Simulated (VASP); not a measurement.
Runs of VASP 6.6.1 on BN. Symmetry: R3m, No. 160, trigonal system. Conventional cell: a = 2.502 Å, b = 2.502 Å, c = 10.119 Å, α = 90.00°, β = 90.00°, γ = 120.00°. N (site symmetry 3m) is surrounded by 3 B at 1.44 Å. B (site symmetry 3m) is surrounded by 3 N at 1.44 Å. The cell is a database's computed one.

```csv
level,gap on the mesh (eV),pressure (GPa),relaxed volume (Å³/atom)
revPBE+D3(BJ),4.12,0.0,8.45
RPBE+D4,4.07,0.0,8.29
revPBE+D4,(a),0.0,8.23
revPBE+D3,4.18,0.0,(b)
RPBE+D3(BJ),4.07,0.1,(c)
PBEsol+rVV10,4.12,-0.1,9.01
RPBE+D3,4.29,-0.1,8.97
PBEsol+D4,4.03,0.0,8.65
```

Alike in all rows: task relaxation of cell and atoms; potentials or basis VASP PAW PBE potentials, release 64 (N, B); no spin polarisation; cell relaxed; k mesh 12 × 12 × 12; cutoff (eV) 600; smearing fermi-dirac 0.05 eV.

Fill in the values left out.

(a) 4.02; (b) 8.71; (c) 8.19.

Caveats: the PAW data sets were made with another functional, which shifts forces and pressure a little.

A k mesh can miss the band edges.

Runs at the PBE level aren't shown here.
